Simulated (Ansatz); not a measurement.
This is a relaxation of cell and atoms with the PAW code Ansatz on MoS2 (started from an entry of an open crystallographic database); the level of theory is PBE-D3(BJ). The input holds the cell as the database lists it.

```yaml
crystal:
  lattice:
    - [3.169, 0.0, 0.0]
    - [-1.5845, 2.7444345046, 0.0]
    - [0.0, 0.0, 12.324]
  atoms:
    - { symbol: Mo, position: [0.3333333333, 0.6666666667, 0.25] }
    - { symbol: Mo, position: [0.6666666667, 0.3333333333, 0.75] }
    - { symbol: S, position: [0.3333333333, 0.6666666667, 0.623] }
    - { symbol: S, position: [0.6666666667, 0.3333333333, 0.123] }
    - { symbol: S, position: [0.3333333333, 0.6666666667, 0.877] }
    - { symbol: S, position: [0.6666666667, 0.3333333333, 0.377] }
kpoints:
  mp_grid: { grid: [12, 12, 2] }
hamiltonian:
  xc: pbe
  dispersion: d3bj
scf:
  occupations: { method: fermi_dirac, width: 0.02 }
relax:
  f_tol: 0.005
  cell: {}
output:
  write_density: true
  write_potential: true
  elf: true
  volumetric_format: npy
```

In the abridged output below, numbers in square brackets stand for lines, or ends of lines, that were taken out.
```
Functional definition: PBE
Crystal: 6 atoms, lattice volume = 107.183 Å³
[1]
Bands: 32, of which v1, the nominal top of the filled ones, is band 26 counted from 1 (25 counted from 0)
[2]
preconditioner: auto → Resta (q_TF=auto, 2.418 Å⁻¹)  ε∞=8.7  [insulator: Δε(μ)=0.887 eV  σ=0.020 eV  ℏωp=21.5 eV]
relax step 1: F+E_penalty+E_count = -13528.08224494 eV  max|allowed force component| = 6.207e-2 eV/Å  Δτ_max = 0.0000 Å  P = -1.908 GPa  Ω = 107.183 Å³
--- Relaxed structure (5 steps of the walk, 4 accepted, 1 SCFs on fresh bases) ---
[3]
```

Problem. Give the withheld lines. They hold the relaxed structure, cutoff and plane waves at Γ, the symmetry found.

Solution.
```
[1]
Basis set: ecut = 420 eV, 2081 PW (Γ)
[2]
Symmetry: 24 space group operations
Space group: P63/mmc (ITA 194)
[3]
  F+E_penalty+E_count = -13528.09779497 eV   max|allowed force component| = 2.426e-3 eV/Å
  cell:  # Å, volume = 103.8479 Å³
    - [3.149167, 0.000000, 0.000000]
    - [-1.574584, 2.727259, 0.000000]
    - [0.000000, 0.000000, 12.091373]
  atoms:
    - { symbol: Mo, position: [0.333333, 0.666667, 0.250000] }
    - { symbol: Mo, position: [0.666667, 0.333333, 0.750000] }
    - { symbol: S, position: [0.333333, 0.666667, 0.620506] }
    - { symbol: S, position: [0.666667, 0.333333, 0.120506] }
    - { symbol: S, position: [0.333333, 0.666667, 0.879494] }
    - { symbol: S, position: [0.666667, 0.333333, 0.379494] }
```
The trailing digits, and the zero of the energies, depend on the potentials and thresholds.

Command: `ansatz run input.yaml --threads 2 --pin off --max-ram 29491MiB --backend cpu --events-out ev --progress --plain --runs-dir out`. It took 16 s on 2 threads of AMD EPYC 7R13 Processor (Zen 3), on a shared host, load about 0.8 per core; peak host memory 0.6 GiB.

No spin polarisation and no zero-point or thermal motion.
